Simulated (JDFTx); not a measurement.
A run of JDFTx 1.7.0 (patched build):

neutral.in

```
lattice \
    4.7275396615     2.3608248199     0.0000000000 \
    0.0000000000     4.0958683353     0.0000000000 \
    0.0000000000     0.0000000000    48.1614607827
coords-type Lattice
ion B      0.4999513500     0.4999513500     0.2942798184 0
ion B      0.9999513500     0.9999513500     0.4314266061 0
ion B      0.4999513500     0.4999513500     0.5685733939 1
ion B      0.9999513500     0.9999513500     0.7057201816 1
ion N      0.8333486600     0.8333486600     0.2942798184 0
ion N      0.3333486600     0.3333486600     0.4314266061 0
ion N      0.8333486600     0.8333486600     0.5685733939 1
ion N      0.3333486600     0.3333486600     0.7057201816 1

ion-species pseudo/B.upf
ion-species pseudo/N.upf
elec-cutoff 42
elec-ex-corr gga-PW91
kpoint-folding 5 5 1
elec-smearing Fermi 0.0018374661
elec-n-bands 23
electronic-SCF nIterations 100 energyDiffThreshold 1e-08
electronic-minimize nIterations 30 energyDiffThreshold 1e-7
coulomb-interaction Slab 001
coulomb-truncation-embed 0.000000 0.000000 0.500000
fluid LinearPCM
pcm-variant SCCS_g09
fluid-solvent H2O
fluid-cation Na+ 0.5
fluid-anion F- 0.5
initial-state vacuum.$VAR
converge-empty-states yes
forces-output-coords Cartesian

dump-name neutral.$VAR
dump End Ecomponents EigStats BandEigs Kpoints Forces State ElecDensity Dtot KEdensity
```

Potentials or basis: PseudoDojo-SR-PBE-0.5-standard with smoothed tails.

Launch:

```bash
$ jdftx -c 1 -i neutral.in -o neutral.out
```

Hardware: 1 thread of Arm Neoverse V1 (shared host).

Question: Estimate the wall time of this run.

Answer: Wall time 64 s on 1 thread of Arm Neoverse V1 (shared host), peak memory 0.21 GiB. Counts: scf iterations 4, bands 23, k points 9, plane waves 12132.
